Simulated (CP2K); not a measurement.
# Sb: equation of state with PBE

Crystal: Sb.

```
Sb
1.0
     3.16000    0.00000    0.00000
     0.00000    3.16000    0.00000
     0.00000    0.00000    3.16000
Sb
1
Direct
  0.00000 0.00000 0.00000
```

This isn't the form of Sb at room conditions, which is rhombohedral.

```yaml
Program: CP2K 2026.2
Task: equation of state
Functional: PBE
Potentials_or_basis: POTENTIAL_UZH Sb GTH-PBE-q5; TZVP-MOLOPT-PBE-GTH basis
Density_cutoff: 6123 eV
k_mesh: 8 × 8 × 8
Occupations: fermi-dirac, width 0.05 eV
Spin: no spin polarisation
```

- Equilibrium volume: 30.66 Å³/atom
- Bulk modulus: 56 GPa
- Pressure derivative of the bulk modulus: 4.8

Energy against volume, from the lowest point:
```
volume (Å³/atom)  energy (meV/atom)
          29.661               5.68
          30.292               0.41
          30.923               0.00
          31.554               3.93
          32.186              11.70
          32.817              22.90
          33.448              37.13
```

All runs of the series together: 31 s on 1 thread of Intel(R) Xeon(R) 6975P-C (Granite Rapids), with other jobs on the host.

Caveat: the basis of atomic orbitals isn't converged, which shifts pressures, moduli and gaps. Spin-orbit coupling is left out, which matters for the levels of Sb.
